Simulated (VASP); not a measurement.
## A VASP 6.6.1 single-point calculation on GaN

INCAR

```
LASPH = .TRUE.
ENCUT = 520
SIGMA = 0.05
NBANDS = 21
GGA = PE
ISIF = 2
NELM = 120
NSW = 0
LREAL = .FALSE.
IBRION = -1
ISMEAR = -1
LCHARG = .FALSE.
EDIFF = 1E-7
LWAVE = .FALSE.
PREC = Accurate
```

KPOINTS

```
KPOINTS created by Atomic Simulation Environment
0
Gamma
10 10 10
0 0 0
```

POSCAR

```
Ga N
 1.0000000000000000
     0.0000000000000000    2.0874300820000000    2.1300713252999999
     2.0874300820000000    0.0000000000000000    2.1300713252999999
     2.0874300820000000    2.0874300820000000    0.0000000000000000
 Ga  N
   1   1
Cartesian
  0.0000000000000000  0.0000000000000000  0.0000000000000000
  2.0874300820000000  2.0874300820000000  2.1300713252999994
```

The recommended PBE PAW datasets give the neutral cell 18 valence electrons.

Command

```
mpirun -np 1 vasp_std
```

OSZICAR

```
N       E                     dE             d eps       ncg     rms          rms(c)
DAV:   1     0.100140432482E+03    0.10014E+03   -0.82800E+03  5316   0.163E+03
DAV:   2    -0.509704881349E+01   -0.10524E+03   -0.95920E+02  4417   0.330E+02
DAV:   3    -0.129342294702E+02   -0.78372E+01   -0.77559E+01  4891   0.661E+01
DAV:   4    -0.130159140089E+02   -0.81685E-01   -0.81659E-01  4986   0.714E+00
DAV:   5    -0.130164351184E+02   -0.52111E-03   -0.52110E-03  5022   0.554E-01    0.741E+00
DAV:   6    -0.111915024450E+02    0.18249E+01   -0.28862E+00  6599   0.308E+01    0.242E+00
DAV:   7    -0.111848263410E+02    0.66761E-02   -0.23482E-01  4724   0.386E+00    0.157E+00
DAV:   8    -0.111715866727E+02    0.13240E-01   -0.25379E-02  5049   0.157E+00    0.522E-01
DAV:   9    -0.111696987131E+02    0.18880E-02   -0.46613E-03  5250   0.145E+00    0.110E-01
DAV:  10    -0.111697274210E+02   -0.28708E-04   -0.45761E-04  4980   0.208E-01    0.279E-02
DAV:  11    -0.111697225859E+02    0.48350E-05   -0.28877E-05  5077   0.458E-02    0.805E-03
DAV:  12    -0.111697236425E+02   -0.10565E-05   -0.18901E-06  5061   0.152E-02    0.340E-03
DAV:  13    -0.111697235617E+02    0.80816E-07   -0.91364E-08  4277   0.317E-03
   1 F= -.11169724E+02 E0= -.11169714E+02  d E =-.195505E-04
```

Standard output (part)

```
POSCAR found type information on POSCAR GaN
 POSCAR found :  2 types and       2 ions
 LDA part: xc-table for (Slater+PW92), standard interpolation
 POSCAR, INCAR and KPOINTS ok, starting setup
 WAVECAR not read
 entering main loop
```

From OUTCAR

```
k-points           NKPTS =    102   k-points in BZ     NKDIM =    102   number of bands    NBANDS=     21

   NELECT =      18.0000    total number of electrons

   dimension x,y,z NGX =    24 NGY =   24 NGZ =   24
   dimension x,y,z NGXF=    48 NGYF=   48 NGZF=   48

  energy-cutoff  :      520.00
  volume of cell :       18.56
      direct lattice vectors                 reciprocal lattice vectors
     0.000000000  2.087430082  2.130071325    -0.239528981  0.239528981  0.234733924
     2.087430082  0.000000000  2.130071325     0.239528981 -0.239528981  0.234733924
     2.087430082  2.087430082  0.000000000     0.239528981  0.239528981 -0.234733924

 k-points in reciprocal lattice and weights: KPOINTS created by Atomic Simulation Env
   0.00000000  0.00000000  0.00000000       0.001
   0.10000000  0.00000000  0.00000000       0.008
   0.20000000  0.00000000  0.00000000       0.008
   0.30000000  0.00000000  0.00000000       0.008
   0.40000000  0.00000000  0.00000000       0.008
   0.50000000  0.00000000  0.00000000       0.004
   0.10000000  0.10000000  0.00000000       0.002
   0.20000000  0.10000000  0.00000000       0.008
   ...

 E-fermi :   8.4899

 k-point     1 :       0.0000    0.0000    0.0000
  band No.  band energies     occupation
      1      -9.3662      2.00000
      2      -5.8816      2.00000
      3      -5.8701      2.00000
      4      -5.8701      2.00000
      5      -5.7895      2.00000
      6      -5.7607      2.00000
      7       7.5176      2.00000
      8       7.5176      2.00000
      9       7.6974      2.00000
     10      10.5430      0.00000
     11      22.8282      0.00000
     12      22.9905      0.00000
     13      22.9905      0.00000
     14      23.6124      0.00000
     15      24.2633      0.00000
     16      24.4651      0.00000
     17      24.4651      0.00000
     18      29.3050      0.00000
     19      30.1508      0.00000
     20      36.6541      0.00000
     21      44.7645      0.00000

 k-point     2 :       0.1000    0.0000    0.0000
  band No.  band energies     occupation
      1      -9.1680      2.00000
      2      -5.8835      2.00000
      3      -5.8676      2.00000
      4      -5.8597      2.00000
      5      -5.8000      2.00000
      6      -5.7766      2.00000
      7       6.4038      2.00000
      8       7.5514      2.00000
      9       7.6575      2.00000
     10      11.4847      0.00000
     11      20.4819      0.00000
     12      21.9659      0.00000
     13      22.3761      0.00000
     14      23.8858      0.00000
     15      24.3147      0.00000
     16      24.3631      0.00000
     17      27.3383      0.00000
     18      30.7920      0.00000
     19      31.6574      0.00000
     20      37.3312      0.00000
     21      44.3830      0.00000

 ...

  Total        1.5326035      1.5326035      1.0238496      0.0000000      0.0000000      0.0000000
  in kB      132.2794483    132.2794483     88.3687552      0.0000000      0.0000000      0.0000000
  external PRESSURE =     117.6425506 kB  Pullay stress =       0.0000000 kB

 POSITION                                       TOTAL-FORCE (eV/Angst)
 -----------------------------------------------------------------------------------
      0.00000      0.00000      0.00000        -0.000000      0.000000     -0.000000
      2.08743      2.08743      2.13007         0.000000     -0.000000      0.000000
 -----------------------------------------------------------------------------------
    total drift:                                0.000000     -0.000000     -0.000000

  FREE ENERGIE OF THE ION-ELECTRON SYSTEM (eV)
  ---------------------------------------------------
  free  energy   TOTEN  =       -11.1697235617 eV

  energy  without entropy=      -11.1697040112  energy(sigma->0) =      -11.16971379
```

It converged. Results: gap between bands v and c on the k mesh 0.61 eV; least direct gap on the k mesh 2.85 eV; pressure 11.8 GPa. Band v is the last that the valence electrons fill when counted band by band, and c is the next.

For comparison, a separate PBE run of the intended cell, on usual settings and not on those above, gives a gap of 0.61 eV on its mesh and a pressure of 11.8 GPa.

The run above took about 20 s on one core of a shared host (Intel Xeon Platinum 8488C) and held 0.16 GiB at most.
